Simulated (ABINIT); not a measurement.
# HgTe (Coloradoite) (F-43m) in ABINIT: reference runs, part 2 of 2

ABINIT 10.8.3 (patched build).

**3. Single point, PBE (atoms moved at random, drawn with an rms of 0.05 Å)**

Contents of run.abi:

```
pp_dirpath "./"
pseudos "Hg.GGA_PBE-JTH.xml, Te.GGA_PBE-JTH.xml"

acell 4.5459894962 4.5459894962 4.5459894962 Angstrom
rprim
     0.0000000000     0.7071067812     0.7071067812
     0.7071067812     0.0000000000     0.7071067812
     0.7071067812     0.7071067812     0.0000000000
ntypat 2
znucl 80 52
natom 2
typat 1 2
xred
    -0.0026330000     0.0031470000    -0.0044180000
     0.7487260000     0.7522630000     0.7492080000
chkprim 0
chksymtnons 0
tolsym 1.0e-6

ecut 19.0
pawecutdg 38.0

kptopt 1
ngkpt 7 7 7
nshiftk 1
shiftk 0.0 0.0 0.0

ixc 11

nband 13
occopt 3
tsmear 0.00183747

nstep 100
tolvrs 1.0e-9

iomode 3
prtwf 0
prteig 0
prtebands 0
enunit 1
prtden 1
prtvha 1
prtvclmb 1
prtpot 1
```

Potentials or basis: JTH PAW PBE v2.0.

On the command line:

```bash
$ abinit run.abi > log 2>&1
```

run.abo:

```text
.Version 10.8.3 of ABINIT
 Symmetries : space group P1 (#  1); Bravais aP (primitive triclinic)
================================================================================
 Values of the parameters that define the memory need of the present run
     intxc =       0    ionmov =       0      iscf =      17    lmnmax =      18
     lnmax =       6     mgfft =      36  mpssoang =       3    mqgrid =    3001
     natom =       2  nloc_mem =       2    nspden =       1   nspinor =       1
    nsppol =       1      nsym =       1    n1xccc =       1    ntypat =       2
    occopt =       3   xclevel =       2
       mpw =        1796          nfft =       46656          nkpt =         172
 PAW method is used; the additional fine FFT grid is defined by:
   mgfftf=        48    nfftf =    110592
================================================================================
================================================================================

--------------------------------------------------------------------------------
------------- Echo of variables that govern the present computation ------------
--------------------------------------------------------------------------------
 -outvars: echo values of preprocessed input variables --------
            acell      8.5906751191E+00  8.5906751191E+00  8.5906751191E+00 Bohr
              amu      2.00590000E+02  1.27600000E+02
          chkprim           0
      chksymtnons           0
             ecut      1.90000000E+01 Hartree
           enunit           1
                       outvar_i_n : Printing only first  50 k-points.
              ixc          11
                       outvar_i_n : Printing only first  50 k-points.
         kptrlatt        7    0    0      0    7    0      0    0    7
          kptrlen      6.01347258E+01
            natom           2
            nband          13
            ngfft          36      36      36
          ngfftdg          48      48      48
             nkpt         172
            nstep         100
             nsym           1
           ntypat           2
                       prtocc : prtvol=0, do not print more k-points.
           occopt           3
        pawecutdg      3.80000000E+01 Hartree
         pawxcdev           0
        prtebands           0
           prteig           0
           prtpot           1
         prtvclmb           1
           prtvha           1
            prtwf           0
            rprim      0.0000000000E+00  7.0710678120E-01  7.0710678120E-01
                       7.0710678120E-01  0.0000000000E+00  7.0710678120E-01
                       7.0710678120E-01  7.0710678120E-01  0.0000000000E+00
          spgroup           1
           tolsym      1.00000000E-06
           tolvrs      1.00000000E-09
           tsmear      1.83747000E-03 Hartree
            typat      1  2
           useylm           1
                       outvars : Printing only first  50 k-points.
           xangst     -4.0856295000E-03 -2.2665439500E-02  1.6522530000E-03
                       4.8264785295E+00  4.8151088430E+00  4.8249291405E+00
            xcart     -7.7207208070E-03 -4.2831473179E-02  3.1223056607E-03
                       9.1207225734E+00  9.0992369798E+00  9.1177946525E+00
             xred     -2.6330000000E-03  3.1470000000E-03 -4.4180000000E-03
                       7.4872600000E-01  7.5226300000E-01  7.4920800000E-01
            znucl       80.00000   52.00000

================================================================================

 chkinp: Checking input parameters for consistency.

================================================================================
== DATASET  1 ==================================================================

--- !DatasetInfo
iteration_state: {dtset: 1, }
dimensions: {natom: 2, nkpt: 172, mband: 13, nsppol: 1, nspinor: 1, nspden: 1, mpw: 1796, }
cutoff_energies: {ecut:  19.0, pawecutdg:  38.0, }
electrons: {nelect:   1.80000000E+01, charge:   0.00000000E+00, occopt:   3.00000000E+00, tsmear:   1.83747000E-03, }
[... 100 lines left out ...]
- [ -2.6330E-03,   3.1470E-03,  -4.4180E-03, Hg]
- [  7.4873E-01,   7.5226E-01,   7.4921E-01, Te]
cartesian_forces: # hartree/bohr
- [  7.92452154E-04,   1.39437314E-03,   1.90237995E-04, ]
- [ -7.92452154E-04,  -1.39437314E-03,  -1.90237995E-04, ]
force_length_stats: {min:   1.61506884E-03, max:   1.61506884E-03, mean:   1.61506884E-03, }
...

 Integrated electronic density in atomic spheres:
 ------------------------------------------------
 Atom  Sphere_radius  Integrated_density
    1        2.40020          9.98678628
    2        2.31107          3.13666216

================================================================================

 ----iterations are completed or convergence reached----

 Mean square residual over all n,k,spin=   13.970E-09; max=  12.118E-06
 reduced coordinates (array xred) for    2 atoms
      -0.002633000000      0.003147000000     -0.004418000000
       0.748726000000      0.752263000000      0.749208000000
 rms dE/dt=  1.0080E-02; max dE/dt=  1.3435E-02; dE/dt below (all hartree)
    1      -0.009509814366     -0.005902887024     -0.013132920298
    2       0.009741704364      0.006035864000      0.013434927917

 cartesian coordinates (angstrom) at end:
    1     -0.00408562950003    -0.02266543950019     0.00165225300001
    2      4.82647852954053     4.81510884304043     4.82492914054051

 cartesian forces (hartree/bohr) at end:
    1      0.00079245215369     0.00139437313930     0.00019023799466
    2     -0.00079245215369    -0.00139437313930    -0.00019023799466
 frms,max,avg= 9.3246043E-04 1.3943731E-03  -8.358E-06 -1.650E-05 -2.587E-06 h/b

 cartesian forces (eV/Angstrom) at end:
    1      0.04074952814642     0.07170154970495     0.00978243100454
    2     -0.04074952814642    -0.07170154970495    -0.00978243100454
 frms,max,avg= 4.7949043E-02 7.1701550E-02  -4.298E-04 -8.485E-04 -1.330E-04 e/A
 length scales=  8.590675119071  8.590675119071  8.590675119071 bohr
              =  4.545989496200  4.545989496200  4.545989496200 angstroms
 Fermi (or HOMO) energy (eV) =  -2.66103   Average Vxc (eV)=  -8.64605
 Eigenvalues (   eV  ) for nkpt= 172  k points:
 kpt#   1, nband= 13, wtk=  0.00292, kpt=  0.0000  0.0000  0.0000 (reduced coord)
 -14.80933  -10.15065  -10.13262  -10.11764   -9.58596   -9.58565   -3.36644   -2.71078
  -2.70070   -2.69406    1.53524    1.54637    1.56251
 prteigrs : prtvol=0 or 1, do not print more k-points.

--- !EnergyTerms
iteration_state     : {dtset: 1, }
comment             : Components of total free energy in Hartree
kinetic             :  1.28800336903105E+01
hartree             :  1.28438696465247E+01
xc                  : -7.31601478923768E+00
Ewald energy        : -3.87167780188721E+01
psp_core            :  6.14070765301554E+00
local_psp           : -3.52274450229378E+01
PAW spherical_terms : -1.15388404482521E+00
internal            : -5.05495108860220E+01
'-kT*entropy'       : -2.52572122678819E-05
total_energy        : -5.05495361432343E+01
total_energy_eV     : -1.37552295254872E+03
...

--- !EnergyTermsDC
iteration_state     : {dtset: 1, }
comment             : '"Double-counting" decomposition of free energy'
band_energy         : -5.82013274243258E+00
Ewald energy        : -3.87167780188721E+01
psp_core            :  6.14070765301554E+00
xc_dc               : -1.31970844518157E+01
PAW spherical_terms :  1.04380272629002E+00
internal            : -5.05494848338148E+01
'-kT*entropy'       : -2.52572122678819E-05
total_energy_dc     : -5.05495100910271E+01
total_energy_dc_eV  : -1.37552224363205E+03
...

--- !EnergyTermsWithPAWCore
iteration_state     : {dtset: 1, }
comment             : 'Components of total free energy, including PAW core contributions'
Total energy        : -2.64173232922740E+04
Total energy DC     : -2.64173232662217E+04
Total energy (eV)   : -7.18851987691017E+05
Total energy DC (eV): -7.18851986982100E+05
...

 Cartesian components of stress tensor (hartree/bohr^3)
  sigma(1 1)= -1.62935049E-04  sigma(3 2)= -5.46949310E-06
  sigma(2 2)= -1.62990241E-04  sigma(3 1)= -9.84974914E-06
  sigma(3 3)= -1.62988766E-04  sigma(2 1)= -1.17469043E-06

-Cartesian components of stress tensor (GPa)         [Pressure=  4.7948E+00 GPa]
- sigma(1 1)= -4.79371463E+00  sigma(3 2)= -1.60918043E-01
- sigma(2 2)= -4.79533846E+00  sigma(3 1)= -2.89789625E-01
- sigma(3 3)= -4.79529504E+00  sigma(2 1)= -3.45605857E-02

== END DATASET(S) ==============================================================
================================================================================

 -outvars: echo values of variables after computation  --------
            acell      8.5906751191E+00  8.5906751191E+00  8.5906751191E+00 Bohr
           etotal     -5.0549510091E+01
            fcart      7.9245215369E-04  1.3943731393E-03  1.9023799466E-04
                      -7.9245215369E-04 -1.3943731393E-03 -1.9023799466E-04
            rprim      0.0000000000E+00  7.0710678120E-01  7.0710678120E-01
                       7.0710678120E-01  0.0000000000E+00  7.0710678120E-01
                       7.0710678120E-01  7.0710678120E-01  0.0000000000E+00
           strten     -1.6293504856E-04 -1.6299024129E-04 -1.6298876550E-04
                      -5.4694930993E-06 -9.8497491364E-06 -1.1746904327E-06
           xangst     -4.0856295000E-03 -2.2665439500E-02  1.6522530000E-03
                       4.8264785295E+00  4.8151088430E+00  4.8249291405E+00
             xred     -2.6330000000E-03  3.1470000000E-03 -4.4180000000E-03
                       7.4872600000E-01  7.5226300000E-01  7.4920800000E-01
 Calculation completed.
```

Run time: 2.9 min. Hardware: 1 thread of Arm Neoverse V2, shared host; peak memory 0.26 GiB.

What came out:

| Item | Value |
| --- | --- |
| Free energy | -1375.5222 eV |
| Pressure | 4.8 GPa |
| Largest force | 0.083 eV/Å |
| Band gap on the k mesh | none (metal or under the smearing width) |
| Valence electrons inside the program's atomic spheres | Hg 9.99; Te 3.14 |

Forces in eV/Å, atoms in the order of the input:
```
Hg   0.041  0.072  0.010
Te  -0.041 -0.072 -0.010
```
